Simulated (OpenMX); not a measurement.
**Bi under changes of volume**

One of the cells (35.771 Å³/atom); the others are scaled copies at fixed shape and fractional positions:

```
Bi
1.0
     2.28252    1.31781    3.96408
    -2.28252    1.31781    3.96408
     0.00000   -2.63562    3.96408
Bi
2
Direct
  0.76600 0.76600 0.76600
  0.23400 0.23400 0.23400
```

| Property | Result |
| --- | --- |
| Program | OpenMX 3.8.5 |
| Functional | PBE |
| Potentials or basis | OpenMX 2013 PBE set, Bi8.0-s3p2d2f1, fixed grid of 50 × 50 × 50 points |
| k mesh | 7 × 7 × 7 |
| Occupations | fermi-dirac, width 0.05 eV |
| Spin | no spin polarisation |

| volume (Å³/atom) | energy over the lowest point (meV/atom) | gap on the mesh (eV) | largest force (eV/Å) |
| --- | --- | --- | --- |
| 32.965 | 92.79 | 0.32 | 0.704 |
| 33.667 | 63.93 | 0.31 | 0.588 |
| 34.368 | ? | ? | ? |
| 35.771 | 11.64 | 0.28 | 0.260 |
| 36.472 | 3.79 | 0.27 | 0.170 |
| 37.174 | 0.00 | 0.26 | 0.078 |

**Question.** What does the run at 34.368 Å³/atom give?

**Answer.** Energy over the lowest point 41.20 meV/atom; gap on the mesh 0.30 eV; largest force 0.466 eV/Å.

Worked out: A Birch-Murnaghan fit of order 3 (a polynomial in V^(-2/3)) to the other rows has its minimum at 37.55 Å³/atom, just outside them, with B0 = V·E''(V) = 42 GPa and B' = 4.4 at fixed shape and positions, which overstates the stiffness. It gives 41.20 meV/atom at 34.368 Å³/atom, against the run's 41.20. A straight line through the other rows of the gap, of slope -0.499 eV per unit of ln V, gives 0.30 eV, against the run's 0.30.

Energies are extrapolated to zero smearing.

Caveats: the basis has few d functions beyond the semicore shells, which can make volumes several per cent too large; spin-orbit coupling is left out, which as a rule narrows the gap of such compounds by several tenths of an eV; an odd mesh through Γ misses points on the zone boundary, where band edges often lie; the basis of atomic orbitals isn't converged, which shifts pressures, moduli and gaps.
